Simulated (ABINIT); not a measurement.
Runs of ABINIT 10.8.3 (patched build) on FeO (Wuestite). Symmetry: R-3m, No. 166, trigonal system. Conventional cell: a = 3.038 Å, b = 3.038 Å, c = 7.559 Å, α = 90.00°, β = 90.00°, γ = 120.00°. Around Fe (site symmetry -3m) lie 6 O at 2.16 Å. O (site symmetry -3m) has 6 Fe at 2.16 Å as nearest neighbours. 

| U | gap on the mesh (eV) | pressure (GPa) | moment (μB) |
| --- | --- | --- | --- |
| Fe d U = 4 eV | none | (b) | 4.01 |
| Fe d U = 6 eV | none | -13.8 | 4.01 |
| Fe d U = 0 eV | none | -16.3 | (a) |
| Fe d U = 2 eV | none | -15.6 | 4.01 |

Alike in all rows: task projected density of states; level LDA+U; potentials or basis JTH PAW PBE v2.0; spin collinear, ferromagnetic start; cell as given; k mesh 6 × 6 × 6; cutoff (eV) 707; smearing fermi-dirac 0.05 eV; the mesh is coarse, so values aren't converged.

**Question.** Estimate the missing entries.

**Answer.** (a) 4.00; (b) -14.8.

Caveats: all runs use coarse meshes; the PAW data sets were made with another functional, which shifts forces and pressure a little; a cell with one magnetic atom can't hold antiferromagnetic order, which such compounds often take.

A gap of «none» marks a metal or a gap under the smearing width.
